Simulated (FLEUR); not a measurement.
# Au (Fm-3m) in FLEUR: notebook, part 2 of 2

FLEUR MaX-R8.1 (later development tree).

## (3) Band structure, PBEsol, spin-orbit coupling, no magnetisation

Input file inp.xml:

```xml
<?xml version="1.0" encoding="UTF-8" standalone="no"?>
<fleurInput fleurInputVersion="0.39">
   <comment>
      Au                                                                                                  
   </comment>
   <calculationSetup>
      <cutoffs Kmax="4.1" Gmax="12.7" GmaxXC="12.7" numbands="all"/>
      <scfLoop itmax="60" minDistance="0.00001" maxIterBroyd="15" imix="Anderson" alpha="0.05" precondParam="0.0" spinf="2.0" sdNocoIR="T"/>
      <coreElectrons ctail="T" frcor="F" kcrel="0" coretail_lmax="0"/>
      <xcFunctional name="PBEs" relativisticCorrections="F"/>
      <magnetism jspins="1"/>
      <soc l_soc="T" theta="0.0" phi="0.0" spav="F"/>
      <expertModes spex="0" secvar="F"/>
      <geometryOptimization l_f="F" forcealpha="1.0" forcemix="BFGS" epsdisp="0.00001" epsforce="0.00001"/>
      <ldaU l_linMix="F" mixParam="0.05" spinf="1.0"/>
   </calculationSetup>
   <cell>
      <bzIntegration valenceElectrons="19.0" mode="hist" fermiSmearingEnergy="0.00183747">
         <kPointListSelection listName="default-1"/>
         <!-- k-points included here -->
         <xi:include xmlns:xi="http://www.w3.org/2001/XInclude" href="kpts.xml"> </xi:include>
      </bzIntegration>
      <!-- symmetry operations included here -->
      <xi:include xmlns:xi="http://www.w3.org/2001/XInclude" href="sym.xml"> </xi:include>
      <bulkLattice scale="1.0">
         <bravaisMatrix>
            <row-1>    0.0000000000000000     3.8455926635609998     3.8455926635609998</row-1>
            <row-2>    3.8455926635609998     0.0000000000000000     3.8455926635609998</row-2>
            <row-3>    3.8455926635609998     3.8455926635609998     0.0000000000000000</row-3>
         </bravaisMatrix>
      </bulkLattice>
   </cell>
   <atomSpecies>
      <species name="Gold (Au)" element="Au" atomicNumber="79">
         <mtSphere radius="2.52" gridPoints="833" logIncrement="0.016"/>
         <atomicCutoffs lmax="10" lnonsphr="10"/>
         <electronConfig flipSpins="F">
            <coreConfig>(1s1/2) (2s1/2) (2p1/2) (2p3/2) (3s1/2) (3p1/2) (3p3/2) (4s1/2) (3d3/2) (3d5/2) (4p1/2) (4p3/2) (4d3/2) (4d5/2) (4f5/2) (4f7/2)</coreConfig>
            <valenceConfig>(5s1/2) (5p1/2) (5p3/2) (6s1/2) (5d3/2) (5d5/2)</valenceConfig>
            <stateOccupation state="(6s1/2)" spinUp="0.500000" spinDown="0.500000"/>
         </electronConfig>
         <energyParameters s="6" p="6" d="5" f="5"/>
         <lo type="SCLO" l="0" n="5" eDeriv="0"/>
         <lo type="SCLO" l="1" n="5" eDeriv="0"/>
         <lo type="SCLO" l="1" n="5" eDeriv="1"/>
         <lo type="SCLO" l="2" n="5" eDeriv="2"/>
         <lo type="SCLO" l="3" n="5" eDeriv="2"/>
      </species>
   </atomSpecies>
   <atomGroups>
      <atomGroup species="Gold (Au)">
         <relPos label="                   1">.0000000000 .0000000000 .0000000000</relPos>
         <force calculate="T" relaxXYZ="TTT"/>
      </atomGroup>
   </atomGroups>
   <output dos="F" band="F" slice="F">
      <checks vchk="F" cdinf="F"/>
      <bandDOS minEnergy="-.5*Htr" maxEnergy="0.5*Htr" sigma="0.015" storeEVData="T"/>
      <vacuumDOS vacdos="F" integ="F" star="F" nstars="0" locx1="0.0" locy1="0.0" locx2="0.0" locy2="0.0" nstm="0" tworkf="0.0"/>
      <unfoldingBand unfoldBand="F" supercellX="1" supercellY="1" supercellZ="1"/>
      <plotting iplot="0" polar="F">
         <plot TwoD="T" vec1="  1.0  0.0  0.0" vec2="  0.0  1.0  0.0" vec3="  0.0  0.0  1.0" zero="  0.0  0.0  0.0" file="plot"/>
      </plotting>
      <chargeDensitySlicing numkpt="0" minEigenval="0.0" maxEigenval="0.0" nnne="0" pallst="F"/>
      <specialOutput eonly="F"/>
      <moessbauerParams electricFieldGradient="T" isomerShift="T" coreHyperfine="T" valenceHyperfine="T"/>
      <magneticCircularDichroism mcd="F" energyLo="-10.0" energyUp="0.0"/>
   </output>
  <!-- We include the file relax.xml here to enable relaxations (see documentation) -->
  <xi:include xmlns:xi="http://www.w3.org/2001/XInclude" href="relax.xml"> <xi:fallback/> </xi:include>
</fleurInput>
```

Input file crystal.txt:

```
Au
&input cartesian=F /
0.0000000000  2.0350000000  2.0350000000
2.0350000000  0.0000000000  2.0350000000
2.0350000000  2.0350000000  0.0000000000
1.8897261246
1.0 1.0 1.0

1
79 0.0000000000  0.0000000000  0.0000000000

&soc 0.0 0.0 /
&kpt div1=8 div2=8 div3=8 gamma=T /
```

Input file inp.xml (bands):

```
<?xml version="1.0" encoding="UTF-8" standalone="no"?>
<fleurInput fleurInputVersion="0.39">
   <comment>
      Au                                                                                                  
   </comment>
   <calculationSetup>
      <cutoffs Kmax="4.1" Gmax="12.7" GmaxXC="12.7" numbands="all"/>
      <scfLoop itmax="60" minDistance="0.00001" maxIterBroyd="15" imix="Anderson" alpha="0.05" precondParam="0.0" spinf="2.0" sdNocoIR="T"/>
      <coreElectrons ctail="T" frcor="F" kcrel="0" coretail_lmax="0"/>
      <xcFunctional name="PBEs" relativisticCorrections="F"/>
      <magnetism jspins="1"/>
      <soc l_soc="T" theta="0.0" phi="0.0" spav="F"/>
      <expertModes spex="0" secvar="F"/>
      <geometryOptimization l_f="F" forcealpha="1.0" forcemix="BFGS" epsdisp="0.00001" epsforce="0.00001"/>
      <ldaU l_linMix="F" mixParam="0.05" spinf="1.0"/>
   </calculationSetup>
   <cell>
      <bzIntegration valenceElectrons="19.0" mode="hist" fermiSmearingEnergy="0.00183747">
         <kPointListSelection listName="path-1"/>
         <!-- k-points included here -->
         <xi:include xmlns:xi="http://www.w3.org/2001/XInclude" href="kpts.xml"> </xi:include>
      </bzIntegration>
      <!-- symmetry operations included here -->
      <xi:include xmlns:xi="http://www.w3.org/2001/XInclude" href="sym.xml"> </xi:include>
      <bulkLattice scale="1.0">
         <bravaisMatrix>
            <row-1>    0.0000000000000000     3.8455926635609998     3.8455926635609998</row-1>
            <row-2>    3.8455926635609998     0.0000000000000000     3.8455926635609998</row-2>
            <row-3>    3.8455926635609998     3.8455926635609998     0.0000000000000000</row-3>
         </bravaisMatrix>
      </bulkLattice>
   </cell>
   <atomSpecies>
      <species name="Gold (Au)" element="Au" atomicNumber="79">
         <mtSphere radius="2.52" gridPoints="833" logIncrement="0.016"/>
         <atomicCutoffs lmax="10" lnonsphr="10"/>
         <electronConfig flipSpins="F">
            <coreConfig>(1s1/2) (2s1/2) (2p1/2) (2p3/2) (3s1/2) (3p1/2) (3p3/2) (4s1/2) (3d3/2) (3d5/2) (4p1/2) (4p3/2) (4d3/2) (4d5/2) (4f5/2) (4f7/2)</coreConfig>
            <valenceConfig>(5s1/2) (5p1/2) (5p3/2) (6s1/2) (5d3/2) (5d5/2)</valenceConfig>
            <stateOccupation state="(6s1/2)" spinUp="0.500000" spinDown="0.500000"/>
         </electronConfig>
         <energyParameters s="6" p="6" d="5" f="5"/>
         <lo type="SCLO" l="0" n="5" eDeriv="0"/>
         <lo type="SCLO" l="1" n="5" eDeriv="0"/>
         <lo type="SCLO" l="1" n="5" eDeriv="1"/>
         <lo type="SCLO" l="2" n="5" eDeriv="2"/>
         <lo type="SCLO" l="3" n="5" eDeriv="2"/>
      </species>
   </atomSpecies>
   <atomGroups>
      <atomGroup species="Gold (Au)">
         <relPos label="                   1">.0000000000 .0000000000 .0000000000</relPos>
         <force calculate="T" relaxXYZ="TTT"/>
      </atomGroup>
   </atomGroups>
   <output dos="F" band="T" slice="F">
      <checks vchk="F" cdinf="F"/>
      <bandDOS minEnergy="-.5*Htr" maxEnergy="0.5*Htr" sigma="0.015" storeEVData="T"/>
      <vacuumDOS vacdos="F" integ="F" star="F" nstars="0" locx1="0.0" locy1="0.0" locx2="0.0" locy2="0.0" nstm="0" tworkf="0.0"/>
      <unfoldingBand unfoldBand="F" supercellX="1" supercellY="1" supercellZ="1"/>
      <plotting iplot="0" polar="F">
         <plot TwoD="T" vec1="  1.0  0.0  0.0" vec2="  0.0  1.0  0.0" vec3="  0.0  0.0  1.0" zero="  0.0  0.0  0.0" file="plot"/>
      </plotting>
      <chargeDensitySlicing numkpt="0" minEigenval="0.0" maxEigenval="0.0" nnne="0" pallst="F"/>
      <specialOutput eonly="F"/>
      <moessbauerParams electricFieldGradient="T" isomerShift="T" coreHyperfine="T" valenceHyperfine="T"/>
      <magneticCircularDichroism mcd="F" energyLo="-10.0" energyUp="0.0"/>
   </output>
  <!-- We include the file relax.xml here to enable relaxations (see documentation) -->
  <xi:include xmlns:xi="http://www.w3.org/2001/XInclude" href="relax.xml"> <xi:fallback/> </xi:include>
</fleurInput>
```

Potentials or basis: all-electron, FLAPW.

Command:

```bash
$ inpgen -f crystal.txt -profile fastHighL
$ # inp.xml edited to the form shown
$ fleur_MPI
$ fleur_MPI   # second run, on inp.xml (bands)
```

It took 3.2 min on 1 thread of Arm Neoverse V2, shared host; peak memory 0.14 GiB.

The run converged. Its results:

```
Free energy                                           : -518179.5858 eV
Band gap along the path                               : none (metal or under the smearing width)
Valence electrons inside the program's atomic spheres : Au 17.52 (radii Au 2.52 bohr)
```

Levels at the corners of the path, in eV from the Fermi level:
```tsv
point	band 14	band 15	band 16	band 17	band 18	band 19	band 20	band 21	band 22	band 23
Γ	-5.43	-4.24	-4.24	-2.99	-2.99	-2.99	-2.99	14.35	14.35	17.79
X	-2.28	-2.07	-2.07	-1.04	-1.04	0.81	0.81	5.81	5.81	9.40
W	-5.13	-3.25	-3.25	-1.62	-1.62	4.67	4.67	5.73	5.73	6.80
K	-4.02	-2.99	-2.99	-1.95	-1.95	3.74	3.74	4.64	4.64	7.45
Γ	-5.43	-4.24	-4.24	-2.99	-2.99	-2.99	-2.99	14.35	14.35	17.79
L	-4.37	-2.33	-2.33	-1.62	-1.62	-1.14	-1.14	3.12	3.12	13.79
U	-4.02	-2.99	-2.99	-1.95	-1.95	3.74	3.74	4.64	4.64	7.45
W	-5.13	-3.25	-3.25	-1.62	-1.62	4.67	4.67	5.73	5.73	6.80
L	-4.37	-2.33	-2.33	-1.62	-1.62	-1.14	-1.14	3.12	3.12	13.79
K	-4.02	-2.99	-2.99	-1.95	-1.95	3.74	3.74	4.64	4.64	7.45
U	-4.02	-2.99	-2.99	-1.95	-1.95	3.74	3.74	4.64	4.64	7.45
X	-2.28	-2.07	-2.07	-1.04	-1.04	0.81	0.81	5.81	5.81	9.40
```

Core levels (eV from the Fermi level):
| atom | levels |
| --- | --- |
| 1 Au | 1s1/2 -80626.8, 2s1/2 -14212.8, 2p1/2 -13628.4, 2p3/2 -11793.4, 3s1/2 -3352.4, 3p1/2 -3089.9, 3p3/2 -2685.0, 4s1/2 -725.5, 3d3/2 -2249.6, 3d5/2 -2162.6, 4p1/2 -613.7, 4p3/2 -516.5, 4d3/2 -333.6, 4d5/2 -315.5, 4f5/2 -80.9, 4f7/2 -77.0 |
